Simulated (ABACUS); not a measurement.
# Ta (Im-3m) in ABACUS: equation of state, part 2 of 2

ABACUS 3.10.1. The steps go on from the part before.

## (5) Equation of state, PBE, 18.01 Å³/atom

INPUT

```
INPUT_PARAMETERS
suffix              Ta
calculation         scf
basis_type          pw
pseudo_dir          ./
symmetry            1
dft_functional      pbe
ecutwfc             58
pseudo_rcut         10
nspin               1
nbands              11
ks_solver           dav
smearing_method     fd
smearing_sigma      0.00367493
scf_thr             1e-08
scf_nmax            100
mixing_type         broyden
mixing_beta         0.7
cal_force           1
cal_stress          1
kpar                4
```

STRU

```
ATOMIC_SPECIES
Ta 180.9479 Ta.upf

LATTICE_CONSTANT
1.8897261246

LATTICE_VECTORS
-1.6512800000 1.6512800000 1.6512800000
1.6512800000 -1.6512800000 1.6512800000
1.6512800000 1.6512800000 -1.6512800000

ATOMIC_POSITIONS
Direct

Ta
0.0
1
0.0000000000 0.0000000000 0.0000000000 1 1 1
```

KPT

```
K_POINTS
0
Gamma
11 11 11 0 0 0
```

Potentials or basis: PseudoDojo NC SR 0.4.1 PBE standard, plane waves.

Run with:

```console
OMP_NUM_THREADS=1 mpirun -np 4 abacus > log
```

running log:

```text
ABACUS v3.10.1

               Atomic-orbital Based Ab-initio Computation at UStc

 ------------------------------------------------------------------------------------

 READING GENERAL INFORMATION
                           global_out_dir = OUT.Ta/
                           global_in_card = INPUT
                               pseudo_dir = ./
                              orbital_dir =
                                    DSIZE = 4
                                    GSIZE = 1

 READING UNITCELL INFORMATION
                                    ntype = 1
                  lattice constant (Bohr) = 1.88973
              lattice constant (Angstrom) = 1

 READING ATOM TYPE 1
                               atom label = Ta
                      L=0, number of zeta = 1
                      L=1, number of zeta = 1
                      L=2, number of zeta = 1
             number of atom for this type = 1

                        TOTAL ATOM NUMBER = 1
DIRECT COORDINATES
    atom                   x                   y                   z     mag                  vx                  vy                  vz
taud_Ta1            0.0000000000        0.0000000000        0.0000000000  0.0000        0.0000000000        0.0000000000        0.0000000000

                          Volume (Bohr^3) = 121.54
                             Volume (A^3) = 18.0103

[... 274 lines left out ...]
 E_descf        0.0000000000         0.0000000000
 E_exx          0.0000000000         0.0000000000
 E_Fermi        1.3560986938         18.4506692858
----------------------------------------------------------

 charge density convergence is achieved
 final etot is -1771.5667275 eV
 EFERMI = 18.450669286 eV

 STATE ENERGY(eV) AND OCCUPATIONS    NSPIN == 1
 1/14 kpoint (Cartesian) = 0.0000 0.0000 0.0000 (935 pws)
       1       -48.6847     0.00150263
       2       -14.5977     0.00150263
       3       -14.5977     0.00150263
       4       -14.5977     0.00150263
       5        10.5444     0.00150263
       6        19.1935    5.30466e-10
       7        19.1935    5.30466e-10
       8        19.1935    5.30466e-10
       9        22.4693    1.86890e-38
      10        22.4693    1.86890e-38
      11        33.0518        0.00000
[... 53 lines left out ...]
 6/14 kpoint (Cartesian) = 0.13763 -0.13763 0.0000 (904 pws)
       1       -48.5715      0.0180316
       2       -15.7511      0.0180316
       3       -14.9698      0.0180316
       4       -14.6048      0.0180316
       5        14.0788      0.0180316
       6        16.9545      0.0180316
       7        19.7991    3.49987e-14
       8        22.3938    1.01464e-36
       9        23.3349    6.79060e-45
      10        25.9720    8.44511e-68
      11        30.3097        0.00000

[... levels at 8 further k points ...]

------------------------------------------------------------------------------------------
 TOTAL-FORCE (eV/Angstrom)
------------------------------------------------------------------------------------------
                       Ta1         0.0000000000         0.0000000000         0.0000000000
------------------------------------------------------------------------------------------

----------------------------------------------------------------
 TOTAL-STRESS (KBAR)
----------------------------------------------------------------
        25.8150635376        -0.0000000000        -0.0000000000
        -0.0000000000        25.8150635376         0.0000000000
         0.0000000000         0.0000000000        25.8150635376
----------------------------------------------------------------
 TOTAL-PRESSURE: 25.815064 KBAR

 --------------------------------------------
 !FINAL_ETOT_IS -1771.5667275295979834 eV
 --------------------------------------------
```

Run time: 2.8 s. Hardware: 4 MPI ranks of Intel Xeon Platinum 8259CL at 2.50GHz (Skylake/Cascade Lake), shared host; peak memory 0.24 GiB.

What came out:

```yaml
Free_energy: -1771.5667 eV
Pressure: 2.6 GPa
Band_gap_on_the_k_mesh: none (metal or under the smearing width)
```

## (6) Equation of state, PBE, 18.37 Å³/atom (volume scaled by 1.02)

INPUT is that of step 5.

STRU

```
ATOMIC_SPECIES
Ta 180.9479 Ta.upf

LATTICE_CONSTANT
1.8897261246

LATTICE_VECTORS
-1.6622159478 1.6622159478 1.6622159478
1.6622159478 -1.6622159478 1.6622159478
1.6622159478 1.6622159478 -1.6622159478

ATOMIC_POSITIONS
Direct

Ta
0.0
1
0.0000000000 0.0000000000 0.0000000000 1 1 1
```

KPT is that of step 5.

Potentials or basis: PseudoDojo NC SR 0.4.1 PBE standard, plane waves.

Run with:

```console
OMP_NUM_THREADS=1 mpirun -np 4 abacus > log
```

Wall time 2.9 s (4 MPI ranks of Intel Xeon Platinum 8259CL at 2.50GHz (Skylake/Cascade Lake), shared host); peak memory 0.24 GiB.

It converged, with:

- Free energy: -1771.5680 eV
- Pressure: -1.3 GPa
- Band gap on the k mesh: none (metal or under the smearing width)

## (7) Equation of state, PBE, 18.73 Å³/atom (volume scaled by 1.04)

INPUT is that of step 6.

STRU

```
ATOMIC_SPECIES
Ta 180.9479 Ta.upf

LATTICE_CONSTANT
1.8897261246

LATTICE_VECTORS
-1.6730098603 1.6730098603 1.6730098603
1.6730098603 -1.6730098603 1.6730098603
1.6730098603 1.6730098603 -1.6730098603

ATOMIC_POSITIONS
Direct

Ta
0.0
1
0.0000000000 0.0000000000 0.0000000000 1 1 1
```

KPT is that of step 6.

Run with:

```console
OMP_NUM_THREADS=1 mpirun -np 4 abacus > log
```

Run time: 3.1 s. Hardware: 4 MPI ranks of Intel Xeon Platinum 8259CL at 2.50GHz (Skylake/Cascade Lake), shared host; peak memory 0.24 GiB.

It converged, with:

```yaml
Free_energy: -1771.5610 eV
Pressure: -4.9 GPa
Band_gap_on_the_k_mesh: none (metal or under the smearing width)
```

## (8) Equation of state, PBE, 19.09 Å³/atom (volume scaled by 1.06)

INPUT is that of step 7.

STRU

```
ATOMIC_SPECIES
Ta 180.9479 Ta.upf

LATTICE_CONSTANT
1.8897261246

LATTICE_VECTORS
-1.6836662614 1.6836662614 1.6836662614
1.6836662614 -1.6836662614 1.6836662614
1.6836662614 1.6836662614 -1.6836662614

ATOMIC_POSITIONS
Direct

Ta
0.0
1
0.0000000000 0.0000000000 0.0000000000 1 1 1
```

KPT is that of step 7.

Run with:

```console
OMP_NUM_THREADS=1 mpirun -np 4 abacus > log
```

Run time: 3.1 s. Hardware: 4 MPI ranks of Intel Xeon Platinum 8259CL at 2.50GHz (Skylake/Cascade Lake), shared host; peak memory 0.24 GiB.

Results (log left out):

- Free energy: -1771.5465 eV
- Pressure: -8.0 GPa
- Band gap on the k mesh: none (metal or under the smearing width)

## (9) Equation of state, PBE

Potentials or basis: PseudoDojo NC SR 0.4.1 PBE standard, plane waves.

This step only gathers the single runs of the series.

What came out:

| Item | Value |
| --- | --- |
| Equilibrium volume | 18.24 Å³/atom |
| Bulk modulus | 195 GPa |
| Pressure derivative of the bulk modulus | 4.4 |

Energy against volume, from the lowest point:
| volume (Å³/atom) | energy (meV/atom) |
| --- | --- |
| 16.930 | 65.06 |
| 17.290 | 32.71 |
| 17.650 | 11.86 |
| 18.010 | 1.32 |
| 18.371 | 0.00 |
| 18.731 | 7.01 |
| 19.091 | 21.56 |

Spin-orbit coupling is left out, which matters for the levels of Ta. PBE usually gives volumes a little too large and moduli too small.

## (10) Comparison with measurements

Step 9. Against the measured bulk modulus of Ta, 194 GPa (quoted in “Pressure effects on the electronic structure and superconductivity of (TaNb)0.67(HfZrTi)0.33 high entropy alloy”, 2019, arxiv:1910.08312), the calculated 195 GPa is off by +0.3 %. The fit is for a static lattice scaled at fixed shape and fixed fractional positions.
